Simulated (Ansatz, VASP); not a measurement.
**Two plane-wave programs on TaN**

POSCAR

```
TaN
1.0
    0.0000000000      2.2334750000      2.2334750000
    2.2334750000      0.0000000000      2.2334750000
    2.2334750000      2.2334750000      0.0000000000
Ta N
1 1
Direct
    0.5000000000      0.5000000000      0.5000000000
    0.0000000000      0.0000000000      0.0000000000
```

The input INCAR.step1:

```
  PREC = Accurate
  ENCUT = 520
  ISMEAR = 0
  SIGMA = 0.15
  LREAL = False
  LASPH = True
  NELM = 60
  NBANDS = 15
  GGA = PE
  ALGO = Normal
  EDIFF = 1E-4
  LWAVE = True
  LCHARG = False
```

File INCAR.step2:

```
  PREC = Accurate
  ENCUT = 520
  EDIFF = 1E-7
  ISMEAR = 0
  SIGMA = 0.15
  LREAL = False
  LASPH = True
  NELM = 60
  ALGO = Normal
  ISIF = 2
  LWAVE = False
  LCHARG = False
  METAGGA = R2SCAN
  LMIXTAU = True
  NBANDS = 15
  ISTART = 1
```

The input KPOINTS:

```
Automatic mesh
0
Gamma
  18 18 18
```

Input for Ansatz:

```yaml
crystal:
  lattice:
    - [0.0, 2.233475, 2.233475]
    - [2.233475, 0.0, 2.233475]
    - [2.233475, 2.233475, 0.0]
  atoms:
    - { symbol: Ta, position: [0.5, 0.5, 0.5] }
    - { symbol: "N", position: [0.0, 0.0, 0.0] }
basis:
  ecutwfc: 500
kpoints:
  mp_grid: { grid: [18, 18, 18] }
hamiltonian:
  xc: r2scan
scf:
  occupations: { method: gaussian, width: 0.15 }
output:
  forces: true
  stress: true
  eigenvalues: true
```

Change from the starting cell: strain +0.025 along x and y, +0.025 along z, atoms carried along.

Alike in both runs: task single point; functional r2SCAN; k mesh 18 × 18 × 18; occupations gaussian, width 0.15 eV; no spin polarisation.

|  | VASP | Ansatz |
| --- | --- | --- |
| version | VASP 6.6.1 | Ansatz 0.2.0 |
| potentials or method | VASP PAW PBE potentials, release 64 (Ta_pv, N) | scalar-relativistic, plane waves, PAW |
| plane-wave cutoff (eV) | 520 | 500 |
| valence electrons in the cell | 16 | 18 |

|  | VASP | Ansatz | Ansatz less VASP |
| --- | --- | --- | --- |
| gap on the k mesh at the Fermi level (eV) | none | none | - |
| pressure (GPa) | -13.5 | -15.1 | -1.61 |

A gap of «none» marks a metal or a gap that the smearing closes. The functional is the same, so the differences come from potentials, cutoffs and numerics. The two sets of potentials don't hold the same shells in valence.

Caveats: the PAW data sets were made with another functional, which shifts forces and pressure a little (VASP). Spin-orbit coupling is left out, which matters for the levels of Ta.
